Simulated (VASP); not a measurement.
# MgO (Periclase): relaxation of cell and atoms with PBE

MgO (Periclase):

```
Mg O
1.0
     0.00000    2.10850    2.10850
     2.10850    0.00000    2.10850
     2.10850    2.10850    0.00000
Mg O
1 1
Direct
  0.00000 0.00000 0.00000
  0.50000 0.50000 0.50000
```

```
Program                : VASP 6.6.1
Task                   : relaxation of cell and atoms
Functional             : PBE
Potentials or basis    : VASP PAW PBE potentials, release 64 (Mg, O)
Cutoff                 : 600 eV
k mesh                 : 12 × 12 × 12
Occupations            : gaussian, width 0.03 eV
Spin                   : no spin polarisation
Target pressure        : 0.61 GPa
Further INCAR settings : ALGO = Normal; EDIFF = 1e-06; IBRION = 2; EDIFFG = -0.01; NSW = 90; ISIF = 3
Target pressure        : 0.61 GPa
```

| Quantity | Value |
| --- | --- |
| Relaxed volume | 9.52 Å³/atom |
| Relaxed cell | a = 2.998 Å, b = 2.998 Å, c = 2.998 Å, α = 60.00°, β = 60.00°, γ = 60.00° |
| Space group after relaxing (to 0.05 Å) | Fm-3m (No. 225) |
| Energy change on relaxing (the enthalpy is what falls) | -1.7 meV/atom |
| Ionic steps | 3 |
| Pressure after relaxing | 0.6 GPa |
| Band gap on the k mesh | 4.54 eV, direct |

Step by step:
```
step  energy change (eV)  largest force (eV/Å)  pressure (GPa)  volume (Å³)
   1              0.0000                0.0000            3.09        18.75
   2             -0.0036                0.0000           -0.17        19.14
   3             -0.0034                0.0000            0.60        19.05
```

Final structure:
```xyz
2
Lattice="0.0000 2.1197 2.1197 2.1197 0.0000 2.1197 2.1197 2.1197 0.0000" Properties=species:S:1:pos:R:3 pbc="T T T"
Mg    0.0000    0.0000    0.0000
O     2.1197    2.1197    2.1197
```

Levels at points of the mesh, in eV from the valence-band top:
| k point | band 1 | band 2 | band 3 | band 4 | band 5 | band 6 | band 7 | band 8 |
| --- | --- | --- | --- | --- | --- | --- | --- | --- |
| (0.00, 0.00, 0.00) | -17.16 | 0.00 | 0.00 | 0.00 | 4.54 | 15.69 | 15.69 | 15.69 |
| (0.50, 0.00, 0.00) | -15.93 | -4.53 | -0.63 | -0.63 | 7.78 | 12.39 | 16.11 | 16.11 |
| (0.50, 0.50, 0.00) | -15.68 | -4.00 | -1.32 | -1.32 | 9.10 | 9.76 | 12.89 | 18.68 |

Run time: 7.9 s on 1 thread of Intel(R) Xeon(R) 6975P-C (Granite Rapids), on a shared host, peak memory 0.15 GiB.

Caveat: the cell is relaxed towards a set pressure, so the enthalpy falls and the energy may rise. PBE usually gives volumes a little too large and moduli too small.
